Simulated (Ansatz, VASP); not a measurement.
WC: VASP beside Ansatz

```
W C
1.0
     2.53160    0.00000    0.00000
     0.00000    2.53160    0.00000
     0.00000    0.00000    2.53160
W C
1 1
Direct
  0.00000 0.00000 0.00000
  0.50000 0.50000 0.50000
```

Change from the starting cell: volume scaled by 0.8, PAW files.

Alike in both runs: task single point; functional PBE; k mesh 15 × 15 × 15; occupations fermi-dirac, width 0.08 eV; no spin polarisation.

|  | VASP | Ansatz |
| --- | --- | --- |
| version | VASP 6.6.1 | Ansatz 0.2.0 |
| potentials or method | VASP PAW PBE potentials, release 64 (W_sv, C) | PAW with Ansatz's default frozen-core files, scalar-relativistic |
| plane-wave cutoff (eV) | 520 | 420 |
| valence electrons in the cell | 18 | 18 |

Ansatz gave:

```
pressure (GPa) : 130.6
```

Question: What did VASP give for the same quantities?

Answer: Pressure (GPa): 134.4.

Caveats: the cell as given lies far from equilibrium; so large a pressure means that the cell lies far from this level's equilibrium, or that cutoff or potentials fall short (VASP). Spin-orbit coupling is left out, which matters for the levels of W.
